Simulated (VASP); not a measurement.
**Cs: equation of state with PBE**

Cs:

```
Cs
1.0
    -3.12847    3.12847    3.12847
     3.12847   -3.12847    3.12847
     3.12847    3.12847   -3.12847
Cs
1
Direct
  0.00000 0.00000 0.00000
```

```json
{
  "Program": "VASP 6.6.1",
  "Task": "equation of state",
  "Functional": "PBE",
  "Potentials or basis": "VASP PAW PBE potentials, release 64 (Cs_sv)",
  "Cutoff": "520 eV",
  "k mesh": "6 × 6 × 6",
  "Occupations": "fermi-dirac, width 0.05 eV",
  "Spin": "no spin polarisation"
}
```

```yaml
Equilibrium_volume: 117.47 Å³/atom
Bulk_modulus: 1.9 GPa
Pressure_derivative_of_the_bulk_modulus: 3.5
```

Energy against volume, from the lowest point:
```
volume (Å³/atom)  energy (meV/atom)
         115.128               0.29
         117.578               0.00
         120.027               0.32
         122.477               1.20
         124.926               2.59
         127.376               4.43
         129.825               6.70
```

All runs of the series together: 2.9 min on 1 thread of Intel(R) Xeon(R) Platinum 8375C CPU @ 2.90GHz (Ice Lake) (shared host).

Spin-orbit coupling is left out, which matters for the levels of Cs.
